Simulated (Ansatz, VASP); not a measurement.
Two plane-wave programs on LiF

Contents of INCAR:

```
PREC = Accurate
ENCUT = 520
EDIFF = 1E-6
ISMEAR = 0
SIGMA = 0.05
LREAL = False
LASPH = True
NELM = 80
ALGO = Normal
ISIF = 2
LWAVE = False
LCHARG = False
GGA = PS
NBANDS = 18
```

The input KPOINTS:

```
Automatic mesh
0
Gamma
  9 9 6
```

POSCAR

```
LiF
1.0
    3.1028757110      0.0000000000      0.0000000000
   -1.5514378555      2.6871691906      0.0000000000
    0.0000000000      0.0000000000      4.6782590549
Li F
2 2
Direct
    0.3333333333      0.6666666667      0.3811542600
    0.6666666667      0.3333333333      0.8811542600
    0.3333333333      0.6666666667      0.9938437400
    0.6666666667      0.3333333333      0.4938437400
```

Input for Ansatz:

```yaml
crystal:
  lattice:
    - [3.102875711, 0.0, 0.0]
    - [-1.5514378555, 2.6871691906, 0.0]
    - [0.0, 0.0, 4.6782590549]
  atoms:
    - { symbol: Li, position: [0.3333333333, 0.6666666667, 0.38115426] }
    - { symbol: Li, position: [0.6666666667, 0.3333333333, 0.88115426] }
    - { symbol: F, position: [0.3333333333, 0.6666666667, 0.99384374] }
    - { symbol: F, position: [0.6666666667, 0.3333333333, 0.49384374] }
basis:
  ecutwfc: 420
kpoints:
  mp_grid: { grid: [9, 9, 6] }
hamiltonian:
  xc: pbesol
scf:
  occupations: { method: gaussian, width: 0.05 }
output:
  forces: true
  stress: true
  eigenvalues: true
```

Alike in both runs: task single point; functional PBEsol; k mesh 9 × 9 × 6; occupations gaussian, width 0.05 eV; no spin polarisation.

|  | VASP | Ansatz |
| --- | --- | --- |
| version | VASP 6.6.1 | Ansatz 0.2.0 |
| potentials or method | VASP PAW PBE potentials, release 64 (Li_sv, F) | scalar-relativistic, plane waves, PAW |
| plane-wave cutoff (eV) | 520 | 420 |
| valence electrons in the cell | 20 | 20 |

|  | VASP | Ansatz | Ansatz less VASP |
| --- | --- | --- | --- |
| gap on the k mesh at the Fermi level (eV) | 7.69 | 7.70 | +0.012 |
| least direct gap on the mesh (eV) | 7.69 | 7.70 | +0.012 |
| rms of the force components (eV/Å) | 0.114 | 0.107 | -0.0075 |

Atom by atom the forces differ by 0.008 eV/Å (rms over components). The functional is the same, so the differences come from potentials, cutoffs and numerics.

Caveats: the PAW data sets were made with another functional, which shifts forces and pressure a little (VASP); an odd mesh through Γ misses points on the zone boundary, where band edges often lie. PBEsol gaps usually lie below the measured ones, often by a third to a half.
